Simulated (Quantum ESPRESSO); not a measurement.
# In (I4/mmm) in Quantum ESPRESSO: further runs, part 3 of 3

Quantum ESPRESSO 7.5. The steps go on from the part before.

## 5. Phonons, WC

The input, pw.in:

```
&CONTROL
  calculation = 'scf'
  prefix = 'pwscf'
  outdir = './tmp'
  pseudo_dir = './pseudo'
  tprnfor = .true.
  tstress = .true.
  disk_io = 'low'
/
&SYSTEM
  ibrav = 0
  celldm(1) = 8
  nat = 1
  ntyp = 1
  ecutwfc = 70
  nbnd = 12
  input_dft = 'wc'
  occupations = 'smearing'
  smearing = 'mv'
  degauss = 0.01469973
/
&ELECTRONS
  conv_thr = 2d-10
  electron_maxstep = 120
  mixing_beta = 0.5
/
ATOMIC_SPECIES
In   114.8180 In.upf
CELL_PARAMETERS alat
 -0.3839616404744   0.3839616404744   0.5843269393108
  0.3839616404744  -0.3839616404744   0.5843269393108
  0.3839616404744   0.3839616404744  -0.5843269393108
ATOMIC_POSITIONS crystal
In     0.0000000000    0.0000000000    0.0000000000
K_POINTS automatic
9 9 9 0 0 0
```

The input, relax.in:

```
&CONTROL
  calculation = 'vc-relax'
  prefix = 'pwscf'
  outdir = './tmp'
  pseudo_dir = './pseudo'
  tprnfor = .true.
  tstress = .true.
  disk_io = 'low'
  nstep = 40
  forc_conv_thr = 0.0001
  etot_conv_thr = 1d-06
/
&SYSTEM
  ibrav = 0
  celldm(1) = 8
  nat = 1
  ntyp = 1
  ecutwfc = 70
  nbnd = 12
  input_dft = 'wc'
  occupations = 'smearing'
  smearing = 'mv'
  degauss = 0.01469973
/
&ELECTRONS
  conv_thr = 2d-10
  electron_maxstep = 120
  mixing_beta = 0.5
/
&IONS
  ion_dynamics = 'bfgs'
/
&CELL
  cell_dynamics = 'bfgs'
  press = 0
  press_conv_thr = 0.2
/
ATOMIC_SPECIES
In   114.8180 In.upf
CELL_PARAMETERS alat
 -0.3839616404744   0.3839616404744   0.5843269393108
  0.3839616404744  -0.3839616404744   0.5843269393108
  0.3839616404744   0.3839616404744  -0.5843269393108
ATOMIC_POSITIONS crystal
In     0.0000000000    0.0000000000    0.0000000000
K_POINTS automatic
9 9 9 0 0 0
```

The input, scf2.in:

```
&CONTROL
  calculation = 'scf'
  prefix = 'pwscf'
  outdir = './tmp'
  pseudo_dir = './pseudo'
  tprnfor = .true.
  tstress = .true.
  disk_io = 'low'
/
&SYSTEM
  ibrav = 0
  celldm(1) = 8
  nat = 1
  ntyp = 1
  ecutwfc = 70
  nbnd = 12
  input_dft = 'wc'
  occupations = 'smearing'
  smearing = 'mv'
  degauss = 0.01469973
/
&ELECTRONS
  conv_thr = 1d-13
  electron_maxstep = 120
  mixing_beta = 0.5
  startingpot = 'file'
  startingwfc = 'file'
/
ATOMIC_SPECIES
In   114.8180 In.upf
CELL_PARAMETERS alat
 -0.3715246820900   0.3715246820900   0.6126485460027
  0.3715246820900  -0.3715246820900   0.6126485460027
  0.3715246820900   0.3715246820900  -0.6126485460027
ATOMIC_POSITIONS crystal
In     0.0000000000    0.0000000000    0.0000000000
K_POINTS automatic
9 9 9 0 0 0
```

The input, ph.in:

```
phonons of In
&INPUTPH
  prefix = 'pwscf'
  outdir = './tmp'
  tr2_ph = 1d-18
  fildyn = 'dyn'
  niter_ph = 90
  alpha_mix(1) = 0.4
/
-0.4254428846 0.4254428846 0.8161285998
```

Potentials or basis: PseudoDojo 0.4.1 SR PBE standard.

Started as:

```bash
$ OMP_NUM_THREADS=1 mpirun -n 4 pw.x -nk 4 -in pw.in > pw.out
$ OMP_NUM_THREADS=1 mpirun -n 4 pw.x -nk 4 -in relax.in > relax.out
$ OMP_NUM_THREADS=1 mpirun -n 4 pw.x -nk 4 -in scf2.in > scf2.out
$ OMP_NUM_THREADS=1 mpirun -n 4 ph.x -nk 4 -in ph.in > ph.out
```

pw.out:

```text
This program is part of the open-source Quantum ESPRESSO suite
     for quantum simulation of materials; please cite
         "P. Giannozzi et al., J. Phys.:Condens. Matter 21 395502 (2009);
         "P. Giannozzi et al., J. Phys.:Condens. Matter 29 465901 (2017);
         "P. Giannozzi et al., J. Chem. Phys. 152 154105 (2020);
     in publications or presentations arising from this work. More details at

     IMPORTANT: XC functional enforced from input :
     Exchange-correlation= WC
                           (   1   4  11   4   0   0   0)
     Any further DFT definition will be discarded
     Please, verify this is what you really want

     Message from routine setup:
     using ibrav=0 with symmetry is DISCOURAGED, use correct ibrav instead

     K-points division:     npool     =       4
     Subspace diagonalization in iterative solution of the eigenvalue problem:
     a serial algorithm will be used

     G-vector sticks info
     --------------------
     sticks:   dense  smooth     PW     G-vecs:    dense   smooth      PW
     Sum         891     891    281                13917    13917    2469

     Using Slab Decomposition

     bravais-lattice index     =            0
     lattice parameter (alat)  =       8.0000  a.u.
     unit-cell volume          =     176.4256 (a.u.)^3
     number of atoms/cell      =            1
     number of atomic types    =            1
     number of electrons       =        13.00
     number of Kohn-Sham states=           12
[... 50 lines left out ...]
        k(    6) = (   0.1446904  -0.0000000   0.0950761), wk =   0.0219479
[... 67 lines left out ...]
        k(   74) = (  -0.0000000  -0.0000000   0.7606092), wk =   0.0054870
        k(   75) = (   0.0000000   1.1575230  -0.0000000), wk =   0.0109739

     Dense  grid:    13917 G-vectors     FFT dimensions: (  36,  36,  36)

     Initial potential from superposition of free atoms

     starting charge      12.9961, renormalised to      13.0000
     Starting wfcs are    9 randomized atomic wfcs +    3 random wfcs

     Self-consistent Calculation

     iteration #  1     ecut=    70.00 Ry     beta= 0.50
     Davidson diagonalization with overlap
     ethr =  1.00E-02,  avg # of iterations =  4.8

     Threshold (ethr) on eigenvalues was too large:
     Diagonalizing with lowered threshold

     Davidson diagonalization with overlap
     ethr =  6.81E-05,  avg # of iterations =  5.2

     total energy              =    -132.72311820 Ry
     estimated scf accuracy    <       0.00946826 Ry
[... 36 lines left out ...]
     iteration #  7     ecut=    70.00 Ry     beta= 0.50
     Davidson diagonalization with overlap
     ethr =  1.72E-10,  avg # of iterations =  2.0

     End of self-consistent calculation

          k = 0.0000 0.0000 0.0000 (  1769 PWs)   bands (ev):

    -4.2750  -4.1648  -4.1648  -4.0813  -3.9809   0.7998  20.8792  20.8792
    21.0344  22.2263  24.3487  24.4753
[... 368 lines left out ...]
    -4.4203  -4.3000  -3.8951  -3.8745  -3.8500   7.5260   7.9247  13.2974
    15.3216  18.7102  20.7056  32.4306

     the Fermi energy is    10.4183 ev

!    total energy              =    -132.72475692 Ry
     estimated scf accuracy    <          9.4E-11 Ry
     smearing contrib. (-TS)   =      -0.00005194 Ry
     internal energy E=F+TS    =    -132.72470497 Ry

     The total energy is F=E-TS. E is the sum of the following terms:
     one-electron contribution =     -33.23111395 Ry
     hartree contribution      =      27.39248323 Ry
     xc contribution           =     -39.86609398 Ry
     ewald contribution        =     -87.01998026 Ry

     convergence has been achieved in   7 iterations

     Forces acting on atoms (cartesian axes, Ry/au):

     atom    1 type  1   force =     0.00000000    0.00000000    0.00000000

     Total force =     0.000000     Total SCF correction =     0.000000

     Computing stress (Cartesian axis) and pressure

          total   stress  (Ry/bohr**3)                   (kbar)     P=       -5.89
  -0.00004631   0.00000000   0.00000000           -6.81        0.00        0.00
  -0.00000000  -0.00004631   0.00000000           -0.00       -6.81        0.00
   0.00000000   0.00000000  -0.00002754            0.00        0.00       -4.05

=------------------------------------------------------------------------------=
   JOB DONE.
=------------------------------------------------------------------------------=
```

relax.out:

```text
This program is part of the open-source Quantum ESPRESSO suite
     for quantum simulation of materials; please cite
         "P. Giannozzi et al., J. Phys.:Condens. Matter 21 395502 (2009);
         "P. Giannozzi et al., J. Phys.:Condens. Matter 29 465901 (2017);
         "P. Giannozzi et al., J. Chem. Phys. 152 154105 (2020);
[... 1727 lines left out ...]
   0.00000000   0.00000069   0.00000000            0.00        0.10        0.00
   0.00000000   0.00000000   0.00001050            0.00        0.00        1.54

=------------------------------------------------------------------------------=
   JOB DONE.
=------------------------------------------------------------------------------=
```

scf2.out:

```text
This program is part of the open-source Quantum ESPRESSO suite
     for quantum simulation of materials; please cite
         "P. Giannozzi et al., J. Phys.:Condens. Matter 21 395502 (2009);
         "P. Giannozzi et al., J. Phys.:Condens. Matter 29 465901 (2017);
         "P. Giannozzi et al., J. Chem. Phys. 152 154105 (2020);
[... 570 lines left out ...]
  -0.00000000   0.00000069  -0.00000000           -0.00        0.10       -0.00
   0.00000000   0.00000000   0.00001053            0.00        0.00        1.55

=------------------------------------------------------------------------------=
   JOB DONE.
=------------------------------------------------------------------------------=
```

Run time: 4.3 min. Hardware: 4 MPI ranks of Arm Neoverse V2, shared host; peak memory 0.36 GiB.

Results:

```
Free energy                                 : -1805.8182 eV
Relaxed volume                              : 25.66 Å³/atom
Relaxed cell                                : a = 3.417 Å, b = 3.417 Å, c = 3.417 Å, α = 125.18°, β = 125.18°, γ = 81.23°
Space group after relaxing (to 0.05 Å)      : I4/mmm (No. 139)
Pressure after relaxing                     : 0.1 GPa
Band gap on the k mesh                      : none (metal or under the smearing width)
Highest phonon frequency at the q point run : 109 cm⁻¹
```

Stress tensor (GPa, compression positive):
```
0.01 0.00 0.00
0.00 0.01 0.00
0.00 0.00 0.15
```

Step by step:
```tsv
step	energy change (eV)	largest force (eV/Å)	pressure (GPa)	volume (Å³)
1	0.0000	0.0000	-0.59	26.14
2	-0.0003	0.0000	-0.47	26.07
3	-0.0006	0.0000	-0.30	25.95
4	-0.0008	0.0000	-0.06	25.79
5	-0.0009	0.0000	0.06	25.71
6	-0.0009	0.0000	0.10	25.68
7	-0.0009	0.0000	0.12	25.66
8	-0.0010	0.0000	0.12	25.65
9	-0.0011	0.0000	0.11	25.65
10	-0.0012	0.0000	0.08	25.64
11	-0.0013	0.0000	0.07	25.63
12	-0.0017	0.0000	0.08	25.61
13	-0.0030	0.0000	0.17	25.57
14	-0.0053	0.0000	0.30	25.50
15	-0.0055	0.0000	0.15	25.58
16	-0.0055	0.0000	-0.03	25.68
17	-0.0055	0.0000	0.00	25.66
```

Final structure:
```yaml
crystal:
  lattice:
    - [-1.57282, 1.57282, 2.59360]
    - [1.57282, -1.57282, 2.59360]
    - [1.57282, 1.57282, -2.59360]
  atoms:
    - { symbol: In, position: [0.00000, 0.00000, 0.00000] }
```

Levels at points of the mesh, in eV from the Fermi level:
| k point | band 2 | band 3 | band 4 | band 5 | band 6 | band 7 | band 8 | band 9 | band 10 | band 11 |
| --- | --- | --- | --- | --- | --- | --- | --- | --- | --- | --- |
| (0.00, 0.00, 0.00) | -14.62 | -14.59 | -14.59 | -14.40 | -9.77 | 10.65 | 10.65 | 10.73 | 12.04 | 13.60 |

Phonon frequencies in cm⁻¹ (negative: imaginary):
| q point | frequencies |
| --- | --- |
| (0.816, 0.184, -0.500) | 74 85 109 |

Phonon modes at q = (0.816, 0.184, -0.500) in reciprocal lattice units:
```tsv
mode	symmetry	cm⁻¹
1	B_1	74
2	A_1	85
3	B_2	109
```

Caveat: the potentials were made for another functional, which shifts forces and pressure; the q point doesn't lie on the k mesh, which can shift a metal's frequencies strongly unless the mesh is converged.

## 6. Overview

| level | potentials or basis | form of the LDA correlation | gap on the mesh (eV) | pressure (GPa) |
| --- | --- | --- | --- | --- |
| LDA | PseudoDojo 0.4.1 SR LDA standard | PW92 | none | 0.0 |
| PBE | PseudoDojo 0.4.1 SR PBE standard | - | none | 0.0 |
| PBEsol | PseudoDojo 0.4.1 SR PBEsol standard | - | none | 0.0 |
| WC | PseudoDojo 0.4.1 SR PBE standard | - | none | 0.1 |

Alike in all rows: task phonons; no spin polarisation; cell relaxed; k mesh 9 × 9 × 9; cutoff (eV) 952; smearing cold 0.2 eV.

Caveats: the q point doesn't lie on the k mesh, which can shift a metal's frequencies strongly unless the mesh is converged; the potentials were made for another functional, which shifts forces and pressure (some runs).

Total energies depend on the potentials used, so only differences within one code and one set of settings carry meaning.
